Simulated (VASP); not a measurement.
# LiF (Griceite): NMR shieldings, part 3 of 3

What are the shielding tensors of LiF (Griceite)? The cell is of the rock-salt type, one of the forms listed for this formula, which need not be the common one. The start is a cell from a database of measured crystal structures.

VASP 6.6.1, plane waves and PAW; the level of theory is named at each step.

So far. Step 2 (Ground state): The cell has a gap of 9.09 eV on this mesh.

**4. Another functional**

This step: chemical shifts by linear response (GIPAW), LDA; plane waves and PAW (F, Li_sv) (VASP 6.6.1).

The functional is changed, to see how much the shieldings depend on it.

File INCAR:

```
SYSTEM = LiF
PREC = Accurate
ENCUT = 700
EDIFF = 1E-09
NELM = 100
ISMEAR = 0
SIGMA = 0.01
LREAL = .FALSE.
ALGO = Normal
GGA = CA
NBANDS = 11
LWAVE = .FALSE.
LCHARG = .FALSE.
KPAR = 2
LCHIMAG = .TRUE.
LEFG = .TRUE.
DQ = 0.001
ICHIBARE = 1
LNMR_SYM_RED = .TRUE.
```

File POSCAR:

```
LiF
1.0
    0.0000000000      2.0140000000      2.0140000000
    2.0140000000      0.0000000000      2.0140000000
    2.0140000000      2.0140000000      0.0000000000
F Li
1 1
Direct
    0.5000000000      0.5000000000      0.5000000000
    0.0000000000      0.0000000000      0.0000000000
```

File KPOINTS:

```
Automatic mesh
0
Gamma
8 8 8
0 0 0
```

PAW data sets: F and Li_sv (PBE family, release 64).

Command:

```sh
mpirun -np 2 vasp_std
```

The program printed:

```text
[banner, memory and clock lines left out]
running    2 mpi-ranks, on    1 nodes
 distrk:  each k-point on    1 cores,    2 groups
 distr:  one band on    1 cores,    1 groups

 POSCAR found type information on POSCAR F Li
 POSCAR found :  2 types and       2 ions
|                                                                             |
|               ----> ADVICE to this user running VASP <----                  |
|                                                                             |
|     You enforced a specific xc type in the INCAR file but a different       |
|     [... a line on the potential file left out ...]
|     I HOPE YOU KNOW WHAT YOU ARE DOING!                                     |
|                                                                             |

 LDA part: xc-table for (Slater(with rela. corr.)+CA(PZ))
 , standard interpolation
 POSCAR, INCAR and KPOINTS ok, starting setup
 FFT: planning ... GRIDC
 FFT: planning ... GRID_SOFT
 FFT: planning ... GRID
 WAVECAR not read
 entering main loop
       N       E                     dE             d eps       ncg     rms          rms(c)
DAV:   1     0.422258808807E+02    0.42226E+02   -0.65795E+03   638   0.117E+03
DAV:   2    -0.921849888943E+01   -0.51444E+02   -0.50601E+02   731   0.227E+02
DAV:   3    -0.108937878403E+02   -0.16753E+01   -0.16607E+01   785   0.356E+01
DAV:   4    -0.109289024160E+02   -0.35115E-01   -0.35106E-01   803   0.521E+00
DAV:   5    -0.109294088078E+02   -0.50639E-03   -0.50638E-03   837   0.447E-01    0.389E+00
DAV:   6    -0.105266373603E+02    0.40277E+00   -0.19538E+00   722   0.909E+00    0.143E+00
DAV:   7    -0.105134885861E+02    0.13149E-01   -0.16336E-02   919   0.123E+00    0.827E-01
DAV:   8    -0.105073647495E+02    0.61238E-02   -0.11054E-02   932   0.119E+00    0.985E-02
DAV:   9    -0.105073648434E+02   -0.93915E-07   -0.10189E-03   728   0.316E-01    0.410E-02
DAV:  10    -0.105073768050E+02   -0.11962E-04   -0.64929E-05   841   0.641E-02    0.705E-03
DAV:  11    -0.105073760784E+02    0.72661E-06   -0.22176E-06   904   0.163E-02    0.157E-03
DAV:  12    -0.105073760750E+02    0.33966E-08   -0.44615E-07   799   0.575E-03    0.707E-04
DAV:  13    -0.105073760651E+02    0.99166E-08   -0.37316E-08   765   0.182E-03    0.202E-04
DAV:  14    -0.105073760640E+02    0.10402E-08   -0.22823E-09   896   0.429E-04    0.776E-05
DAV:  15    -0.105073760639E+02    0.10516E-09   -0.63563E-10   521   0.240E-04
ion   1
     0.0000000    -0.0000000     0.0000000     0.0000000     0.0000000    -0.0000000
     0.0000310    -0.0000000     0.0000000     0.0000000     0.0000000    -0.0000000
     0.0000427    -0.0000000     0.0000000     0.0000000     0.0000000    -0.0000000
     0.0000588    -0.0000000     0.0000000     0.0000000     0.0000000    -0.0000000
     0.0000810    -0.0000000     0.0000000     0.0000000     0.0000000    -0.0000000

     0.0000000    -0.0000000     0.0000000     0.0000000     0.0000000    -0.0000000
     0.0000310    -0.0000000     0.0000000     0.0000000     0.0000000    -0.0000000
     0.0000427    -0.0000000     0.0000000     0.0000000     0.0000000    -0.0000000
     0.0000588    -0.0000000     0.0000000     0.0000000     0.0000000    -0.0000000
     0.0000810    -0.0000000     0.0000000     0.0000000     0.0000000    -0.0000000

ion   2
     0.0000000    -0.0000000     0.0000000    -0.0000000    -0.0000000     0.0000000
     0.0000222    -0.0000000     0.0000000    -0.0000000    -0.0000000     0.0000000
     0.0000306    -0.0000000     0.0000000    -0.0000000    -0.0000000     0.0000000
     0.0000422    -0.0000000     0.0000000    -0.0000000    -0.0000000     0.0000000
     0.0000581    -0.0000000     0.0000000    -0.0000000    -0.0000000     0.0000000

     0.0000000    -0.0000000     0.0000000    -0.0000000    -0.0000000     0.0000000
     0.0000222    -0.0000000     0.0000000    -0.0000000    -0.0000000     0.0000000
     0.0000306    -0.0000000     0.0000000    -0.0000000    -0.0000000     0.0000000
     0.0000422    -0.0000000     0.0000000    -0.0000000    -0.0000000     0.0000000
     0.0000581    -0.0000000     0.0000000    -0.0000000    -0.0000000     0.0000000

   1 F= -.10507376E+02 E0= -.10507376E+02  d E =0.000000E+00
DAV:   1    -0.138793103437E+03   -0.13879E+03    0.00000E+00     0   0.000E+00
DAV:   2    -0.138793103437E+03    0.00000E+00    0.00000E+00     0   0.000E+00
BDIR= 1  IDIR= 2  IQ= -1
DAV:   1    -0.277589151883E+03   -0.27759E+03   -0.10716E-02   760   0.780E-01
DAV:   2    -0.277589183599E+03   -0.31716E-04   -0.31716E-04   723   0.148E-01
DAV:   3    -0.277589183662E+03   -0.63479E-07   -0.63443E-07   825   0.819E-03
DAV:   4    -0.277589183662E+03   -0.30832E-09   -0.37570E-09   786   0.531E-04
       N       E                     dE             d eps       ncg     rms
RMM:   1    -0.281176818497E+02   -0.28118E+02   -0.10232E+02  1233   0.598E+01
RMM:   2    -0.290290737959E+02   -0.91139E+00   -0.38501E+00  1425   0.981E+00
RMM:   3    -0.290744199554E+02   -0.45346E-01   -0.16829E-01  1417   0.264E+00
RMM:   4    -0.290773345721E+02   -0.29146E-02   -0.21933E-02  1439   0.807E-01
RMM:   5    -0.290774775215E+02   -0.14295E-03   -0.36132E-04  1449   0.108E-01
RMM:   6    -0.290774845309E+02   -0.70094E-05   -0.40780E-05  1388   0.250E-02
RMM:   7    -0.290774852920E+02   -0.76110E-06   -0.22524E-06  1293   0.553E-03
RMM:   8    -0.290774853248E+02   -0.32863E-07   -0.14822E-07  1192   0.151E-03
RMM:   9    -0.290774853292E+02   -0.43396E-08   -0.17247E-08  1082   0.423E-04
RMM:  10    -0.290774853294E+02   -0.23296E-09   -0.84315E-10  1002   0.119E-04
BDIR= 1  IDIR= 2  IQ=  0
DAV:   1    -0.277586203644E+03   -0.27759E+03   -0.24427E-11   430   0.482E-05
DAV:   2    -0.277586203644E+03   -0.12278E-10   -0.24032E-12   427   0.171E-05
       N       E                     dE             d eps       ncg     rms
RMM:   1    -0.281277221313E+02   -0.28128E+02   -0.10244E+02  1233   0.598E+01
RMM:   2    -0.290403058959E+02   -0.91258E+00   -0.38552E+00  1416   0.981E+00
RMM:   3    -0.290856184960E+02   -0.45313E-01   -0.16877E-01  1397   0.264E+00
RMM:   4    -0.290885382927E+02   -0.29198E-02   -0.21969E-02  1411   0.808E-01
RMM:   5    -0.290886815090E+02   -0.14322E-03   -0.36137E-04  1394   0.108E-01
RMM:   6    -0.290886884765E+02   -0.69675E-05   -0.40572E-05  1317   0.249E-02
RMM:   7    -0.290886892345E+02   -0.75808E-06   -0.22395E-06  1248   0.554E-03
RMM:   8    -0.290886892675E+02   -0.32923E-07   -0.14774E-07  1164   0.151E-03
RMM:   9    -0.290886892718E+02   -0.43173E-08   -0.17199E-08  1053   0.423E-04
RMM:  10    -0.290886892720E+02   -0.23072E-09   -0.83716E-10   984   0.118E-04
BDIR= 1  IDIR= 2  IQ=  1
[...]
RLQ:   1    -0.507159874805E+00   -0.50716E+00   -0.68482E-01  1042   0.328E+00
RLQ:   2    -0.526404445524E+00   -0.19245E-01   -0.54775E-02  1221   0.807E-01
RLQ:   3    -0.527212562638E+00   -0.80812E-03   -0.35997E-03  1261   0.143E-01
RLQ:   4    -0.527252576056E+00   -0.40013E-04   -0.50773E-05  1221   0.237E-02
RLQ:   5    -0.527253120115E+00   -0.54406E-06   -0.14469E-06  1120   0.337E-03
RLQ:   6    -0.527253147292E+00   -0.27178E-07   -0.84508E-08  1064   0.755E-04
RLQ:   7    -0.527253147989E+00   -0.69638E-09   -0.18067E-09   962   0.131E-04
BDIR= 3  IDIR= 1  IQ= -1
DAV:   1    -0.277578446271E+03   -0.27758E+03   -0.94797E-03   745   0.781E-01
DAV:   2    -0.277578480726E+03   -0.34455E-04   -0.34455E-04   715   0.148E-01
DAV:   3    -0.277578480819E+03   -0.92962E-07   -0.92940E-07   857   0.859E-03
DAV:   4    -0.277578480819E+03   -0.74147E-09   -0.78182E-09   735   0.610E-04
       N       E                     dE             d eps       ncg     rms
RMM:   1    -0.322983215936E+02   -0.32298E+02   -0.13034E+02  1250   0.632E+01
RMM:   2    -0.332761917344E+02   -0.97787E+00   -0.44087E+00  1461   0.103E+01
RMM:   3    -0.333228512040E+02   -0.46659E-01   -0.21747E-01  1427   0.295E+00
RMM:   4    -0.333267073379E+02   -0.38561E-02   -0.31113E-02  1490   0.108E+00
RMM:   5    -0.333268978678E+02   -0.19053E-03   -0.42225E-04  1483   0.124E-01
RMM:   6    -0.333269047406E+02   -0.68727E-05   -0.41473E-05  1480   0.283E-02
RMM:   7    -0.333269055949E+02   -0.85436E-06   -0.29328E-06  1371   0.649E-03
RMM:   8    -0.333269056516E+02   -0.56674E-07   -0.17963E-07  1314   0.161E-03
RMM:   9    -0.333269056543E+02   -0.27027E-08   -0.77066E-09  1185   0.364E-04
RMM:  10    -0.333269056545E+02   -0.18456E-09   -0.11170E-09  1091   0.128E-04
BDIR= 3  IDIR= 1  IQ=  0
DAV:   1    -0.277586203644E+03   -0.27759E+03   -0.24433E-11   430   0.482E-05
DAV:   2    -0.277586203644E+03   -0.40700E-10   -0.27300E-12   427   0.171E-05
       N       E                     dE             d eps       ncg     rms
RMM:   1    -0.323024389866E+02   -0.32302E+02   -0.13040E+02  1250   0.632E+01
RMM:   2    -0.332797311401E+02   -0.97729E+00   -0.44115E+00  1450   0.103E+01
RMM:   3    -0.333263952692E+02   -0.46664E-01   -0.21745E-01  1418   0.295E+00
RMM:   4    -0.333302438213E+02   -0.38486E-02   -0.31059E-02  1468   0.108E+00
RMM:   5    -0.333304340234E+02   -0.19020E-03   -0.42132E-04  1460   0.124E-01
RMM:   6    -0.333304408782E+02   -0.68549E-05   -0.41206E-05  1435   0.281E-02
RMM:   7    -0.333304417182E+02   -0.83997E-06   -0.28528E-06  1319   0.630E-03
RMM:   8    -0.333304417728E+02   -0.54611E-07   -0.16093E-07  1241   0.148E-03
RMM:   9    -0.333304417752E+02   -0.24117E-08   -0.59379E-09  1133   0.333E-04
RMM:  10    -0.333304417754E+02   -0.13938E-09   -0.90223E-10  1031   0.120E-04
BDIR= 3  IDIR= 1  IQ=  1
DAV:   1    -0.277593915135E+03   -0.27759E+03   -0.94711E-03   745   0.781E-01
DAV:   2    -0.277593948841E+03   -0.33707E-04   -0.33707E-04   709   0.147E-01
DAV:   3    -0.277593948933E+03   -0.91625E-07   -0.91665E-07   858   0.859E-03
DAV:   4    -0.277593948934E+03   -0.82542E-09   -0.79646E-09   730   0.642E-04
       N       E                     dE             d eps       ncg     rms
RMM:   1    -0.323063227926E+02   -0.32306E+02   -0.13045E+02  1249   0.632E+01
RMM:   2    -0.332826229942E+02   -0.97630E+00   -0.44103E+00  1458   0.103E+01
RMM:   3    -0.333296696628E+02   -0.47047E-01   -0.21928E-01  1433   0.296E+00
RMM:   4    -0.333335157440E+02   -0.38461E-02   -0.30987E-02  1492   0.108E+00
RMM:   5    -0.333337043711E+02   -0.18863E-03   -0.41460E-04  1486   0.123E-01
RMM:   6    -0.333337111242E+02   -0.67531E-05   -0.40883E-05  1475   0.281E-02
RMM:   7    -0.333337119671E+02   -0.84294E-06   -0.29150E-06  1374   0.649E-03
RMM:   8    -0.333337120232E+02   -0.56035E-07   -0.17288E-07  1311   0.160E-03
RMM:   9    -0.333337120258E+02   -0.26586E-08   -0.70107E-09  1187   0.356E-04
RMM:  10    -0.333337120260E+02   -0.13448E-09   -0.76760E-10  1088   0.121E-04
BDIR= 3  IDIR= 2  IQ= -1
DAV:   1    -0.277589151883E+03   -0.27759E+03   -0.10716E-02   760   0.780E-01
DAV:   2    -0.277589183599E+03   -0.31716E-04   -0.31716E-04   723   0.148E-01
DAV:   3    -0.277589183662E+03   -0.63404E-07   -0.63443E-07   825   0.819E-03
DAV:   4    -0.277589183662E+03   -0.42280E-09   -0.37570E-09   786   0.531E-04
       N       E                     dE             d eps       ncg     rms
RMM:   1    -0.305397376126E+02   -0.30540E+02   -0.11508E+02  1262   0.615E+01
RMM:   2    -0.316410548707E+02   -0.11013E+01   -0.52740E+00  1428   0.108E+01
RMM:   3    -0.316889090153E+02   -0.47854E-01   -0.19423E-01  1406   0.285E+00
RMM:   4    -0.316924889371E+02   -0.35799E-02   -0.29136E-02  1466   0.103E+00
RMM:   5    -0.316926717299E+02   -0.18279E-03   -0.47532E-04  1456   0.127E-01
RMM:   6    -0.316926804610E+02   -0.87311E-05   -0.57394E-05  1436   0.358E-02
RMM:   7    -0.316926818450E+02   -0.13840E-05   -0.64547E-06  1327   0.828E-03
RMM:   8    -0.316926819306E+02   -0.85590E-07   -0.22361E-07  1270   0.201E-03
RMM:   9    -0.316926819345E+02   -0.39490E-08   -0.21409E-08  1154   0.549E-04
RMM:  10    -0.316926819351E+02   -0.57156E-09   -0.34799E-09  1059   0.177E-04
BDIR= 3  IDIR= 2  IQ=  0
DAV:   1    -0.277586203644E+03   -0.27759E+03   -0.24396E-11   430   0.482E-05
DAV:   2    -0.277586203644E+03   -0.28876E-10   -0.26078E-12   427   0.171E-05
       N       E                     dE             d eps       ncg     rms
RMM:   1    -0.305273393051E+02   -0.30527E+02   -0.11494E+02  1263   0.614E+01
RMM:   2    -0.316285388297E+02   -0.11012E+01   -0.52668E+00  1422   0.108E+01
RMM:   3    -0.316760025250E+02   -0.47464E-01   -0.19221E-01  1395   0.285E+00
RMM:   4    -0.316795821427E+02   -0.35796E-02   -0.29203E-02  1440   0.103E+00
RMM:   5    -0.316797665231E+02   -0.18438E-03   -0.48147E-04  1433   0.128E-01
RMM:   6    -0.316797753596E+02   -0.88365E-05   -0.57762E-05  1392   0.359E-02
RMM:   7    -0.316797767510E+02   -0.13914E-05   -0.64549E-06  1279   0.826E-03
RMM:   8    -0.316797768364E+02   -0.85400E-07   -0.22616E-07  1212   0.201E-03
RMM:   9    -0.316797768404E+02   -0.39644E-08   -0.21664E-08  1104   0.548E-04
RMM:  10    -0.316797768409E+02   -0.58470E-09   -0.35485E-09  1012   0.178E-04
BDIR= 3  IDIR= 2  IQ=  1
DAV:   1    -0.277583342366E+03   -0.27758E+03   -0.10720E-02   760   0.780E-01
DAV:   2    -0.277583374207E+03   -0.31841E-04   -0.31841E-04   723   0.149E-01
DAV:   3    -0.277583374271E+03   -0.63934E-07   -0.63933E-07   852   0.815E-03
DAV:   4    -0.277583374272E+03   -0.29769E-09   -0.30274E-09   777   0.462E-04
       N       E                     dE             d eps       ncg     rms
RMM:   1    -0.305146783262E+02   -0.30515E+02   -0.11481E+02  1263   0.614E+01
RMM:   2    -0.316140300950E+02   -0.10994E+01   -0.52422E+00  1429   0.108E+01
RMM:   3    -0.316627797859E+02   -0.48750E-01   -0.19734E-01  1405   0.287E+00
RMM:   4    -0.316664106421E+02   -0.36309E-02   -0.28969E-02  1466   0.103E+00
RMM:   5    -0.316665949812E+02   -0.18434E-03   -0.48010E-04  1453   0.128E-01
RMM:   6    -0.316666037307E+02   -0.87495E-05   -0.56998E-05  1442   0.356E-02
RMM:   7    -0.316666051257E+02   -0.13950E-05   -0.64656E-06  1323   0.826E-03
RMM:   8    -0.316666052110E+02   -0.85255E-07   -0.22930E-07  1277   0.203E-03
RMM:   9    -0.316666052150E+02   -0.39975E-08   -0.22054E-08  1149   0.556E-04
RMM:  10    -0.316666052156E+02   -0.60612E-09   -0.36814E-09  1053   0.182E-04
       N       E                     dE             d eps       ncg     rms
RLQ:   1    -0.461420650545E+00   -0.46142E+00   -0.54481E-01   980   0.266E+00
RLQ:   2    -0.474741631771E+00   -0.13321E-01   -0.47798E-02  1145   0.578E-01
RLQ:   3    -0.475027034168E+00   -0.28540E-03   -0.61215E-04  1107   0.683E-02
RLQ:   4    -0.475038938091E+00   -0.11904E-04   -0.35973E-05  1085   0.142E-02
RLQ:   5    -0.475039362291E+00   -0.42420E-06   -0.83589E-07   946   0.233E-03
RLQ:   6    -0.475039378957E+00   -0.16667E-07   -0.48852E-08   896   0.539E-04
RLQ:   7    -0.475039379582E+00   -0.62458E-09   -0.92740E-10   783   0.890E-05
```

It took 65 s on 2 MPI ranks of Intel Xeon 6975P-C (Granite Rapids), shared host; peak memory 0.31 GiB.

Parts of OUTCAR (step 4):

```text
The static configuration has the point symmetry O_h .

 Found     29 irreducible k-points:

   NELECT =      10.0000    total number of electrons

  Total       -0.6839713     -0.6839713     -0.6839713      0.0000000      0.0000000      0.0000000
  in kB      -67.0718188    -67.0718188    -67.0718188      0.0000000      0.0000000      0.0000000
  external PRESSURE =     -67.0718188 kB  Pullay stress =       0.0000000 kB

 POSITION                                       TOTAL-FORCE (eV/Angst)
 -----------------------------------------------------------------------------------
      2.01400      2.01400      2.01400        -0.000000     -0.000000      0.000000
      0.00000      0.00000      0.00000         0.000000      0.000000      0.000000
 -----------------------------------------------------------------------------------
    total drift:                                0.000000      0.000000      0.000000

  ORBITAL MAGNETIC SUSCEPTIBILITY, excluding core contribution
 -------------------------------------------------------------
  Approximate magnetic susceptibility, pGv (10^-6 cm^3/mole)
     1         -6.970383         -0.000000          0.000000
     2         -0.000000         -6.970383         -0.000000
     3          0.000000         -0.000000         -6.970383
 -------------------------------------------------------------
  Approximate magnetic susceptibility, vGv (10^-6 cm^3/mole)
     1         -8.002305          0.000000          0.000000
     2         -0.000000         -8.002305         -0.000000
     3         -0.000000          0.000000         -8.002305

  BDIR labels direction of applied magnetic field (i.e. B0)
  For BDIR==1, B0 along x-axis, etc.
  Induced field listed along cartesian directions for each BDIR
 ------------------------------------------------------------------------------------------
                 EXCLUDING G=0 CONTRIBUTION              INCLUDING G=0 CONTRIBUTION
 ------------------------------------------------------------------------------------------
  ion  BDIR            X           Y           Z                X           Y           Z
          (   iso_shield        span        skew ) (   iso_shield        span        skew )
 ------------------------------------------------------------------------------------------
    1     1     349.2212      0.0000     -0.0000         355.2125      0.0000     -0.0000
          2      -0.0000    349.2212     -0.0000          -0.0000    355.2125     -0.0000
          3      -0.0000      0.0000    349.2212          -0.0000      0.0000    355.2125
          (     349.2212      0.0000      0.0000 ) (     355.2125      0.0000      0.0000 )

    2     1      79.5009      0.0000     -0.0000          85.4922      0.0000     -0.0000
          2       0.0000     79.5009      0.0000           0.0000     85.4922      0.0000
          3      -0.0000      0.0000     79.5009          -0.0000      0.0000     85.4922
          (      79.5009      0.0000      0.0000 ) (      85.4922      0.0000      0.0000 )
 ------------------------------------------------------------------------------------------

[... 10 parts as in an earlier step ...]

[... 1 further part left out ...]
```

The PAW data sets were made with PBE, though LDA sets exist; this is a small mismatch.

This step gave:

```
free energy (TOTEN)            : -10.51 eV
Fermi energy                   : -1.200 eV
pressure                       : -6.707 GPa
gap on the k-mesh              : 8.839 eV
least direct gap on the k-mesh : 8.839 eV
```

Valence and core; the G = 0 term is that of a spherical sample. NMR shielding, by row:

```tsv
atom	isotropic shielding (ppm)	span (ppm)	skew	isotropic shielding without the G = 0 term (ppm)
F1	355.2	0	-	349.2
Li2	85.49	0	-	79.5
```

Ordered as |Vzz| ≥ |Vxx| ≥ |Vyy|, the program's way. Electric field gradients, by row:

```tsv
atom	Vxx (V/Å²)	Vyy (V/Å²)	Vzz (V/Å²)	asymmetry
F1	0	0	-0.001	-
Li2	0.001	0.001	-0.002	-
```

Against the first shielding run the largest change is -11.9 ppm, on F1.

**5. Summary**

This step: chemical shifts by linear response (GIPAW), PBE, LDA; plane waves and PAW (VASP 6.6.1).

This step runs nothing: it gathers the runs above.

Isotropic shieldings. Cost is wall time times ranks on a shared host. Shieldings by setting:

```tsv
run	ENCUT (eV)	k mesh	F1, Wyckoff letter b (ppm)	Li2, Wyckoff letter a (ppm)	cost (core minutes)
first shielding run	700	8x8x8	367.1	87.33	2.27
another functional	700	8x8x8	355.2	85.49	2.17
```

**6. What came out**

| Quantity | Value |
| --- | --- |
| F, isotropic shielding | 367.1 ppm |
| Li, isotropic shielding | 87.3 ppm |

At PBE, in the first shielding run, the isotropic shieldings are F 367.1 ppm; Li 87.3 ppm. In the first shielding run all tensors are isotropic to 0.5 ppm, as the cubic site symmetry asks. In the undistorted cell the field gradients vanish by symmetry; what its table shows is numerical noise. Against the first shielding run, the one with another functional moves the shieldings by at most 12 ppm. Shifts were not obtained, since a shift is the shielding of a reference compound, computed alike, less these values. The G = 0 term is the part set by the sample's shape, taken here for a sphere. No finer mesh was run, so convergence in it isn't shown. VASP's guide advises LASPH and NLSPLINE for shieldings, which this input doesn't set; the effect wasn't tested. Where the functional isn't the one that the data sets were made with, the shieldings hold that mismatch too. The cell is of the rock-salt type, one of the forms listed for this formula, which need not be the common one.

[Lines on the potential files, build, host, timing and source positions are cut from VASP's logs without a mark.]

[Logs are printed without paths, hosts, clocks, repeated set-up lines and the standing remarks that a program may print on its own settings, such as how far it seeks lower states.]

[Hosts, paths, dates, database ids (printed as entryN), source tags and the programs' standing remarks are cut or masked in the printed files.]
